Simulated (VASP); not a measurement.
# Zr (Im-3m) in VASP: further runs, part 2 of 2

VASP 6.6.1. The steps go on from the part before.

### Step 3. Relaxation of cell and atoms, BLYP

File INCAR:

```
PREC = Accurate
ENCUT = 600
EDIFF = 1E-6
ISMEAR = -1
SIGMA = 0.05
LREAL = False
LASPH = True
NELM = 80
ALGO = Fast
ISIF = 3
LWAVE = False
LCHARG = False
GGA = B5
ALDAX = 1.0
AGGAX = 1.0
AGGAC = 1.0
ALDAC = 0.0
IBRION = 2
NSW = 60
EDIFFG = -0.005
```

File KPOINTS:

```
regular mesh
0
Gamma
  10 10 10
```

File POSCAR:

```
Zr
1.0
   -1.8100000000      1.8100000000      1.8100000000
    1.8100000000     -1.8100000000      1.8100000000
    1.8100000000      1.8100000000     -1.8100000000
Zr
1
Direct
    0.0000000000      0.0000000000      0.0000000000
```

Potentials or basis: VASP PAW PBE potentials, release 64 (Zr_sv).

Run with:

```
$ cat potpaw_PBE.64/Zr_sv/POTCAR > POTCAR
$ mpirun -np 1 vasp_std > vasp.out
```

OUTCAR:

```text
PREC = Accurate
   ENCUT = 600
   EDIFF = 1E-6
   ISMEAR = -1
   LREAL = False
   LASPH = True
   NELM = 80
   ISIF = 3
   GGA = B5
   IBRION = 2
   NSW = 60
   EDIFFG = -0.005

 ion  position               nearest neighbor table
   1  0.000  0.000  0.000-

  LATTYP: Found a body centered cubic cell.
 ALAT       =     3.6200000000

  Lattice vectors:

 A1 = (  -1.8100000000,   1.8100000000,   1.8100000000)
 A2 = (   1.8100000000,  -1.8100000000,   1.8100000000)
 A3 = (   1.8100000000,   1.8100000000,  -1.8100000000)

Analysis of symmetry for initial positions (statically):
=====================================================================
 Subroutine PRICEL returns:
 Original cell was already a primitive cell.

 Routine SETGRP: Setting up the symmetry group for a
 body centered cubic supercell.

 Subroutine GETGRP returns: Found 48 space group operations
 (whereof 48 operations were pure point group operations)
 out of a pool of 48 trial point group operations.

The static configuration has the point symmetry O_h .

Analysis of symmetry for dynamics (positions and initial velocities):
=====================================================================
 Subroutine PRICEL returns:
 Original cell was already a primitive cell.

 Routine SETGRP: Setting up the symmetry group for a
 body centered cubic supercell.

 Subroutine GETGRP returns: Found 48 space group operations
 (whereof 48 operations were pure point group operations)
 out of a pool of 48 trial point group operations.

The dynamic configuration has the point symmetry O_h .

 Subroutine INISYM returns: Found 48 space group operations
 (whereof 48 operations are pure point group operations),
 and found     1 'primitive' translations
[... 121 lines left out ...]
   IVDW    =     0    specifies the selected vdW correction
   LEPSILON=     F    determine dielectric tensor
   LRPA    =     F    only Hartree local field effects (RPA)
 conjugate gradient relaxation of ions
 non-spin polarized calculation
 RMM-DIIS sequential band-by-band and
  energy-cutoff  :      600.00
  volume of cell :       23.72
 maximum number of plane-waves:       802
 NGX is ok and might be reduce to    28
   NGX = 13   NGY = 13   NGZ = 13

--------------------------------------- Ionic step        1  -------------------------------------------

 number of electron      12.0000000 magnetization

 Free energy of the ion-electron system (eV)
  ---------------------------------------------------
  ext. energy  EPLUGINS =         0.00000000
  ---------------------------------------------------
  free energy    TOTEN  =        -7.25989535 eV

  energy without entropy =       -7.24525355  energy(sigma->0) =       -7.25257445

------------------------ aborting loop because EDIFF is reached ----------------------------------------

  FORCE on cell =-STRESS in cart. coord.  units (eV):
  Direction    XX          YY          ZZ          XY          YZ          ZX
  --------------------------------------------------------------------------------------
  -------------------------------------------------------------------------------------
  Total       -0.0791160     -0.0791160     -0.0791160      0.0000000      0.0000000     -0.0000000
  in kB       -5.3441575     -5.3441575     -5.3441575      0.0000000      0.0000000     -0.0000000
  external PRESSURE =      -5.3441575 kB  Pullay stress =       0.0000000 kB
[... 57 lines left out ...]
--------------------------------------- Ionic step        3  -------------------------------------------

 number of electron      12.0000000 magnetization

 Free energy of the ion-electron system (eV)
  ---------------------------------------------------
  ext. energy  EPLUGINS =         0.00000000
  ---------------------------------------------------
  free energy    TOTEN  =        -7.26014583 eV

  energy without entropy =       -7.24576291  energy(sigma->0) =       -7.25295437

 E-fermi :   9.1393     XC(G=0): -10.4457

 val. band max:        9.0899316971   @ k =   0.2000   0.2000   0.0000
 cond. band min:       9.1406108483   @ k =   0.2000   0.1000   0.0000
 fundamental gap:      0.0506791512
 Fermi energy:         9.1392563758

 k-point     1 :       0.0000    0.0000    0.0000
  band No.  band energies     occupation
      1     -39.3424      2.00000
      2     -16.9731      2.00000
      3     -16.9731      2.00000
      4     -16.9731      2.00000
      5       3.8981      2.00000
      6      10.1292      0.00000
      7      10.1292      0.00000
      8      10.1292      0.00000
      9      12.5539      0.00000
     10      12.5539      0.00000
[... 287 lines left out ...]
 k-point    24 :      -0.3000    0.3000    0.1000
  band No.  band energies     occupation
      1     -39.2365      2.00000
      2     -17.5814      2.00000
      3     -17.2014      2.00000
      4     -17.0464      2.00000
      5       6.3246      2.00000
      6       9.2217      0.32241
      7       9.3027      0.07331
      8      11.4996      0.00000
      9      12.6777      0.00000
     10      13.2759      0.00000

 [... further k-points ...]
[... 5 lines left out ...]
  --------------------------------------------------------------------------------------
  -------------------------------------------------------------------------------------
  Total       -0.0013365     -0.0013365     -0.0013365     -0.0000000     -0.0000000      0.0000000
  in kB       -0.0908678     -0.0908678     -0.0908678     -0.0000000     -0.0000000      0.0000000
  external PRESSURE =      -0.0908678 kB  Pullay stress =       0.0000000 kB
[... 16 lines left out ...]
  FREE ENERGIE OF THE ION-ELECTRON SYSTEM (eV)
  ---------------------------------------------------
  free  energy   TOTEN  =        -7.2601458279 eV

  energy  without entropy=       -7.2457629139  energy(sigma->0) =       -7.25295437

 reached required accuracy - stopping structural energy minimisation
```

CONTCAR:

```text
Zr
   1.00000000000000
    -1.8060612409695127    1.8060612409695127    1.8060612409695127
     1.8060612409695127   -1.8060612409695127    1.8060612409695127
     1.8060612409695127    1.8060612409695127   -1.8060612409695127
  Zr
     1
Direct
     0.0000000000000000    0.0000000000000000    0.0000000000000000

  0.00000000E+00  0.00000000E+00  0.00000000E+00
```

It took 71 s on 1 thread of Intel Xeon Platinum 8488C (Sapphire Rapids), shared host; peak memory 0.16 GiB.

Results:

```
Free energy                            : -7.2601 eV
Relaxed volume                         : 23.56 Å³/atom
Relaxed cell                           : a = 3.128 Å, b = 3.128 Å, c = 3.128 Å, α = 109.47°, β = 109.47°, γ = 109.47°
Space group after relaxing (to 0.05 Å) : Im-3m (No. 229)
Energy gained by relaxing              : 0.3 meV/atom
Ionic steps                            : 3
Pressure after relaxing                : 0.0 GPa
Band gap on the k mesh                 : none (metal or under the smearing width)
```

Step by step:
```tsv
step	energy change (eV)	largest force (eV/Å)	pressure (GPa)	volume (Å³)
1	0.0000	0.0000	-0.53	23.72
2	-0.0001	0.0000	0.51	23.45
3	-0.0003	0.0000	-0.01	23.56
```

Final structure:
```xyz
1
Lattice="-1.8061 1.8061 1.8061 1.8061 -1.8061 1.8061 1.8061 1.8061 -1.8061" Properties=species:S:1:pos:R:3 pbc="T T T"
Zr    0.0000    0.0000    0.0000
```

Caveat: the PAW data sets were made with another functional, which shifts forces and pressure a little.

### Step 4. Relaxation of cell and atoms, PBE

File INCAR:

```
ALGO = Normal
EDIFF = 1E-7
EDIFFG = -0.01
ENCUT = 580
GGA = PE
IBRION = 2
ISIF = 3
ISMEAR = -1
LASPH = T
LCHARG = F
LREAL = F
LWAVE = F
NELM = 80
NSW = 40
PREC = Accurate
SIGMA = 0.05
```

File KPOINTS:

```
k-points
0
Gamma
  10 10 10
```

POSCAR is that of step 3.

Run with:

```
$ cat potpaw_PBE.64/Zr_sv/POTCAR > POTCAR
$ mpirun -np 1 vasp_std > vasp.out
```

It took 16 s on 1 thread of Intel Xeon 6975P-C (Granite Rapids), shared host; peak memory 0.17 GiB.

The run converged. Its results:

| Property | Result |
| --- | --- |
| Free energy | -8.4475 eV |
| Relaxed volume | 22.74 Å³/atom |
| Relaxed cell | a = 3.091 Å, b = 3.091 Å, c = 3.091 Å, α = 109.47°, β = 109.47°, γ = 109.47° |
| Space group after relaxing (to 0.05 Å) | Im-3m (No. 229) |
| Energy gained by relaxing | 10.6 meV/atom |
| Ionic steps | 3 |
| Pressure after relaxing | 0.0 GPa |
| Band gap on the k mesh | none (metal or under the smearing width) |

The path:
```tsv
step	energy change (eV)	largest force (eV/Å)	pressure (GPa)	volume (Å³)
1	0.0000	0.0000	-3.34	23.72
2	-0.0049	0.0000	2.76	22.06
3	-0.0106	0.0000	-0.01	22.74
```

Final structure:
```
Zr
1.0
    -1.78476    1.78476    1.78476
     1.78476   -1.78476    1.78476
     1.78476    1.78476   -1.78476
Zr
1
Cartesian
  0.0000 0.0000 0.0000
```

Levels at points of the mesh, in eV from the Fermi level:
| k point | band 4 | band 5 | band 6 | band 7 | band 8 | band 9 |
| --- | --- | --- | --- | --- | --- | --- |
| (0.00, 0.00, 0.00) | -25.96 | -5.45 | 1.10 | 1.10 | 1.10 | 3.63 |
| (0.50, 0.00, 0.00) | -25.97 | -2.89 | -0.74 | 1.65 | 3.63 | 4.32 |
| (0.50, 0.50, 0.50) | -26.67 | -2.67 | -2.67 | 5.75 | 5.75 | 5.75 |

### Step 5. The reference run

An earlier run on the cell as given: functional PBE; potentials or basis VASP PAW PBE potentials, release 64 (Zr_sv); cutoff 520 eV; k mesh 10 × 10 × 10; occupations fermi-dirac, width 0.05 eV; no spin polarisation.

* Pressure: -3.3 GPa
* Band gap on the k mesh: none (metal or under the smearing width)

### Step 6. The runs side by side

| task | level | cell | cutoff (eV) | gap on the mesh (eV) | pressure (GPa) | relaxed volume (Å³/atom) |
| --- | --- | --- | --- | --- | --- | --- |
| relaxation of cell and atoms | revPBE | relaxed | 600 | none | -0.1 | 23.22 |
| relaxation of cell and atoms | BLYP | relaxed | 600 | none | 0.0 | 23.56 |
| relaxation of cell and atoms | PBE | relaxed | 580 | none | 0.0 | 22.74 |
| single point | PBE | as given | 520 | none | -3.3 | - |

Alike in all rows: potentials or basis VASP PAW PBE potentials, release 64 (Zr_sv); no spin polarisation; k mesh 10 × 10 × 10; smearing fermi-dirac 0.05 eV.

Caveats: the PAW data sets were made with another functional, which shifts forces and pressure a little (some runs).

Total energies depend on the potentials used, so only differences within one code and one set of settings carry meaning.
